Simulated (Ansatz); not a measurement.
## Li (Fm-3m)

Level of theory: DFT PBEsol, scalar-relativistic, plane waves, PAW (Ansatz 0.2.0).

Plane waves to 420 eV, a k mesh through Γ of 16×16×16 on the computed 1-atom cell and Gaussian smearing (0.10 eV); no spin polarisation.

The structure is relaxed at this level of theory with its symmetry kept. This fcc form isn't the element's structure at ambient conditions.

```yaml
crystal:
  lattice:
    - [0.00000, 2.15908, 2.15908]
    - [2.15908, 0.00000, 2.15908]
    - [2.15908, 2.15908, 0.00000]
  atoms:
    - { symbol: Li, position: [0.00000, 0.00000, 0.00000] }
```

| Quantity | Value |
| --- | --- |
| Space group | Fm-3m (No. 225) |
| Volume per atom | 20.13 Å³ |
| Formation energy from the elements' standard states (uncorrected) | -0.004 eV/atom |
| Kohn–Sham band gap | none (metal) |
| Density of states at the Fermi level | 0.53 states/eV per cell |
| Bulk modulus | 13.6 GPa |
| Its pressure derivative | 3.3 |